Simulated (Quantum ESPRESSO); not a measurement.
Ag: relaxation of cell and atoms with PBEsol

The system is Ag.

```
Ag
1.0
    -1.65565    1.65565    1.65565
     1.65565   -1.65565    1.65565
     1.65565    1.65565   -1.65565
Ag
1
Direct
  0.00000 0.00000 0.00000
```

This isn't the form of Ag at room conditions, which is fcc.

```yaml
Program: Quantum ESPRESSO 7.5
Task: relaxation of cell and atoms
Functional: PBEsol
Potentials_or_basis: GBRV 1.5 PBEsol
Cutoff: 871 eV
Density_cutoff: 7007 eV
k_mesh: 11 × 11 × 11
Occupations: fermi-dirac, width 0.05 eV
Spin: no spin polarisation
Target_pressure: 20 GPa
Mixing_beta: 0.5
Most_SCF_iterations: 120
SCF_threshold: 2e-10 Ry
Most_ionic_steps: 40
Forc_conv_thr: 0.0004 Ry/bohr
Etot_conv_thr: 1e-05 Ry
Ion_dynamics: bfgs
Cell_dynamics: bfgs
Press_conv_thr: 0.3 kbar
```

```json
{
  "Relaxed volume": "14.78 Å³/atom",
  "Relaxed cell": "a = 2.678 Å, b = 2.678 Å, c = 2.678 Å, α = 109.47°, β = 109.47°, γ = 109.47°",
  "Space group after relaxing (to 0.05 Å)": "Im-3m (No. 229)",
  "Energy change on relaxing (the enthalpy is what falls)": "+47.5 meV/atom",
  "Ionic steps": "6",
  "Pressure after relaxing": "19.4 GPa",
  "Band gap on the k mesh": "none (metal or under the smearing width)"
}
```

Step by step:
| step | energy change (eV) | largest force (eV/Å) | pressure (GPa) | volume (Å³) |
| --- | --- | --- | --- | --- |
| 1 | 0.0000 | 0.0000 | -8.93 | 18.15 |
| 2 | -0.0253 | 0.0000 | 8.88 | 15.61 |
| 3 | 0.1105 | 0.0000 | 27.40 | 14.35 |
| 4 | 0.0416 | 0.0000 | 19.24 | 14.83 |
| 5 | 0.0472 | 0.0000 | 19.96 | 14.78 |
| 6 | 0.0475 | 0.0000 | 20.00 | 14.78 |

Final structure:
```
Ag
1.0
    -1.54595    1.54595    1.54595
     1.54595   -1.54595    1.54595
     1.54595    1.54595   -1.54595
Ag
1
Direct
  0.00000 0.00000 0.00000
```

Levels at points of the mesh, in eV from the Fermi level:
```csv
k point,band 6,band 7,band 8,band 9,band 10,band 11,band 12,band 13,band 14,band 15
"(0.00, 0.00, 0.00)",-5.47,-5.47,-5.47,-3.77,-3.77,18.84,18.84,18.84,26.10,26.10
```

Wall time 41 s on 2 MPI ranks on Arm Neoverse V1, with other jobs on the host, peak memory 0.18 GiB a rank.

Caveat: the volume moved by over 15 % at a fixed basis, so the end points are rough.
